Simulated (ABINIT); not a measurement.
Runs of ABINIT 10.8.3 (patched build) on InP. It takes space group F-43m (No. 216, cubic). Conventional cell: a = 5.861 Å, b = 5.861 Å, c = 5.861 Å, α = 90.00°, β = 90.00°, γ = 90.00°. In (site symmetry -43m) has 4 P at 2.54 Å as nearest neighbours. Around P (site symmetry -43m) lie 4 In at 2.54 Å. 

```tsv
task	level	potentials or basis	k mesh	cutoff (eV)	fine-grid cutoff	gap on the mesh (eV)	V0 of scaled cells (Å³/atom)	B0 (GPa)
band structure	AM05	JTH PAW PBE v2.0	8 × 8 × 8	544	1088.46 eV	0.69	-	-
equation of state	SOGGA	JTH PAW PBE v2.0 sp	8 × 8 × 8	544	1088.46 eV	-	(a)	(b)
single point	PBE	PseudoDojo NC SR PBE v0.4.1 standard	6 × 6 × 6	952	-	0.71	-	-
band structure	RPBE	JTH PAW PBE v2.0 sp	8 × 8 × 8	544	1088.46 eV	0.93	-	-
band structure	WC	JTH PAW PBE v2.0	8 × 8 × 8	544	1088.46 eV	(c)	-	-
band structure	BP86	JTH PAW PBE v2.0	8 × 8 × 8	544	1088.46 eV	0.61	-	-
equation of state	PBE+D3	JTH PAW PBE v2.0	8 × 8 × 8	544	1088.46 eV	-	25.94	62
band structure	SOGGA	JTH PAW PBE v2.0	8 × 8 × 8	544	1088.46 eV	0.64	-	-
```

Alike in all rows: no spin polarisation; cell as given; smearing fermi-dirac 0.05 eV.

Question: Fill in the values left out.

Answer: (a) 26.00; (b) 70; (c) 0.56.

Caveats: the PAW data sets were made with another functional, which shifts forces and pressure a little (some runs); spin-orbit coupling is left out, which moves the levels of the heavy elements (some runs); pressures at fixed basis lie under the slope of the energies (some runs); this set keeps more shells in the core, which shifts pressures and gaps (some runs).

A k mesh can miss the band edges, and the runs leave out spin-orbit coupling on In.

Not every run made on this cell is shown here.
